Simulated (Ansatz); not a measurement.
Mg₂Si: the change of pressure with volume scale

Periodic Kohn-Sham DFT of a crystal at fixed atoms, scaled to volume_scale times the given cell; pressure positive in compression, energy less spherical unpolarised free atoms, largest_vzz the field gradient of largest size among the nuclei. The results are calculated, by Ansatz 0.2.0.

The cell before it is scaled or strained (space group Fm-3m, No. 225):
```
cell vectors (Å)
   0.0000     3.1950     3.1950
   3.1950     0.0000     3.1950
   3.1950     3.1950     0.0000
atoms (fractions of the cell vectors)
Mg  0.25000  0.25000  0.25000
Mg  0.75000  0.75000  0.75000
Si  0.00000  0.00000  0.00000
```

Settings of every row: method all-electron PAW; functional PBE; relativity scalar; k mesh 9x9x9; filling fermi-dirac; smearing width 0.05 eV; nucleus gaussian.

Atom start moment: 0 on all atoms.

Limits: small gap, it may come from the mesh.

| row | volume scale | V (Å³/atom) | pressure (GPa) |
| --- | --- | --- | --- |
| 1 | 0.94 | 20.439 | 2.947 |
| 2 | 0.96 | 20.873 | ? |
| 3 | 0.98 | 21.308 | 0.424 |
| 4 | 0.99 | 21.526 | -0.131 |
| 5 | 1 | 21.743 | -0.657 |
| 6 | 1.01 | 21.961 | -1.158 |
| 7 | 1.02 | 22.178 | -1.633 |
| 8 | 1.04 | 22.613 | -2.514 |
| 9 | 1.06 | 23.048 | -3.308 |

Question: what pressure should row 2 give?

Worked fit of pressure. Take u = (V_r/V)^(2/3) − 1 with V_r = 21.852 Å³ an atom, which is twice the finite (Eulerian) strain; such expansions in the strain, on which the Birch-Murnaghan equation of state is built, carry the rest volume and the bulk modulus. The shown rows have u = 0.04557, 0.01695, 0.01007, 0.00334, -0.00331, -0.00982, -0.02256, -0.0349. Least squares give pressure = −0.9111 + 75.422 × u + 197.24 × u² + 121 × u³ GPa; a parabola predicts inner rows, each left out in turn, worse (root mean square 0.0019 against 0.00072 GPa). The rows lie off it by 0.000, -0.001, 0.000, 0.000, 0.001, 0.000, 0.000, 0.000. The pressure vanishes at u = 0.0117, or V = 21.47 Å³ an atom, and there the bulk modulus at fixed shape and fractions is B = −V dP/dV = (2/3)(1 + u) dP/du = 54 GPa. The withheld row has u = 0.03103, so the fit gives −0.9111 + 75.422 × (0.03103) + 197.24 × (0.03103)² + 121 × (0.03103)³ = 1.623 GPa.

The calculation gave 1.621 GPa. The fit lies 0.002 GPa (0.032 % of the column's range) above it; its largest miss of a shown row is 0.001 GPa.
